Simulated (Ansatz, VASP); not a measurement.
**Ti in VASP and in Ansatz**

Contents of INCAR:

```
  PREC = Accurate
  ENCUT = 520
  EDIFF = 1E-7
  ISMEAR = -1
  SIGMA = 0.15
  LREAL = False
  LASPH = True
  NELM = 60
  ALGO = Normal
  ISIF = 2
  LWAVE = False
  LCHARG = False
  GGA = PS
  NBANDS = 12
```

File KPOINTS:

```
Automatic mesh
0
Gamma
  10 10 10
```

File POSCAR:

```
Ti
1.0
    0.0000000000      2.0698140295      2.0698140295
    2.0698140295      0.0000000000      2.0698140295
    2.0698140295      2.0698140295      0.0000000000
Ti
1
Direct
    0.0000000000      0.0000000000      0.0000000000
```

Input for Ansatz:

```yaml
crystal:
  lattice:
    - [0.0, 2.069814029517099, 2.069814029517099]
    - [2.069814029517099, 0.0, 2.069814029517099]
    - [2.069814029517099, 2.069814029517099, 0.0]
  atoms:
    - { symbol: Ti, position: [0.0, 0.0, 0.0] }
basis:
  ecutwfc: 500.0
kpoints:
  mp_grid:
    grid: [10, 10, 10]
hamiltonian:
  xc: pbesol
  pseudopotentials:
    kind: paw
scf:
  occupations:
    method: fermi_dirac
    width: 0.15
output:
  stress: true
```

This isn't the form of Ti at room conditions, which is hcp.

Alike in both runs: task single point; functional PBEsol; k mesh 10 × 10 × 10; occupations fermi-dirac, width 0.15 eV; no spin polarisation.

|  | VASP | Ansatz |
| --- | --- | --- |
| version | VASP 6.6.1 | Ansatz 0.2.0 |
| potentials or method | VASP PAW PBE potentials, release 64 (Ti_sv) | plane waves, PAW |
| plane-wave cutoff (eV) | 520 | 500 |
| valence electrons in the cell | 12 | 12 |

VASP gave:

```
pressure (GPa) : -5.9
```

Estimate Ansatz's values.

pressure (GPa): -5.7.

Caveats: the PAW data sets were made with another functional, which shifts forces and pressure a little (VASP).
